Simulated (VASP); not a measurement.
Write the native input for VASP 6.6.1 that does the following.

- Task: atomic charges
- Functional: RPBE
- Dispersion: D3(BJ)
- Potentials or basis: VASP PAW PBE potentials, release 64 (Be)
- Cutoff: 520 eV
- k mesh: 13 × 13 × 8
- Occupations: methfessel-paxton, width 0.1 eV
- Spin: no spin polarisation
- Further INCAR settings: ALGO = Normal; EDIFF = 1e-07

The structure of Be lies in Be.cif:

```cif
data_Be
_cell_length_a 2.28530000
_cell_length_b 2.28530000
_cell_length_c 3.58420000
_cell_angle_alpha 90.00000000
_cell_angle_beta 90.00000000
_cell_angle_gamma 120.00000000
_space_group_name_H-M_alt 'P6_3/mmc'
_space_group_name_Hall '-P 6c 2c'
_space_group_IT_number 194
loop_
_space_group_symop_operation_xyz
'x,y,z'
'-x,-y,-z'
'x-y,x,z+1/2'
'-x+y,-x,-z+1/2'
'-y,x-y,z'
'y,-x+y,-z'
'-x,-y,z+1/2'
'x,y,-z+1/2'
'-x+y,-x,z'
'x-y,x,-z'
'y,-x+y,z+1/2'
'-y,x-y,-z+1/2'
'-y,-x,-z+1/2'
'y,x,z+1/2'
'-x,-x+y,-z'
'x,x-y,z'
'-x+y,y,-z+1/2'
'x-y,-y,z+1/2'
'y,x,-z'
'-y,-x,z'
'x,x-y,-z+1/2'
'-x,-x+y,z+1/2'
'x-y,-y,-z'
'-x+y,y,z'
loop_
_atom_site_label
_atom_site_type_symbol
_atom_site_symmetry_multiplicity
_atom_site_Wyckoff_symbol
_atom_site_fract_x
_atom_site_fract_y
_atom_site_fract_z
_atom_site_occupancy
Be1 Be 2 c 0.6666666667 0.3333333333 0.7500000000 1
```

The structure of Be lies in POSCAR:

```
Be
 1.0000000000000000
     2.2852999999999999    0.0000000000000000    0.0000000000000000
    -1.1426499999999995    1.9791278552685776    0.0000000000000000
     0.0000000000000000    0.0000000000000000    3.5842000000000001
 Be 
   2
Cartesian
  1.1426500001142650  0.6597092850235549  2.6881500000000003
 -0.0000000001142647  1.3194185702450227  0.8960499999999996
```

The input as run:

INCAR

```
SYSTEM = Be
PREC = Accurate ; ENCUT = 520
EDIFF = 1E-7 ; ISMEAR = 1
SIGMA = 0.1 ; LREAL = .False.
LASPH = .True. ; NELM = 100
ALGO = Normal ; ISIF = 2
LWAVE = .False. ; LCHARG = .False.
GGA = RP ; IVDW = 12
LORBIT = 11
```

KPOINTS

```
regular mesh
0
Gamma
  13 13 8
  0 0 0
```

Potentials or basis: VASP PAW PBE potentials, release 64 (Be).

Run with:

```console
$ ase convert -i cif -o vasp Be.cif POSCAR
$ cat potpaw_PBE.64/Be/POTCAR > POTCAR
$ mpirun -np 1 vasp_std > vasp.out
```

Results of the run:

The pressure is -24.5 GPa. The band gap on the k mesh is none (metal or under the smearing width) and the valence electrons inside the program's atomic spheres are Be 1.15. The dispersion energy per atom is -1.287 eV.

Caveat: so large a pressure means that the cell lies far from this level's equilibrium, or that cutoff or potentials fall short; the potentials were made for another functional, which shifts forces and pressure; pairwise dispersion overbinds metals, which lowers pressure and volume.

Run time: 13 s on 1 thread of Intel(R) Xeon(R) Platinum 8488C (Sapphire Rapids), on a shared host, peak memory 0.13 GiB.
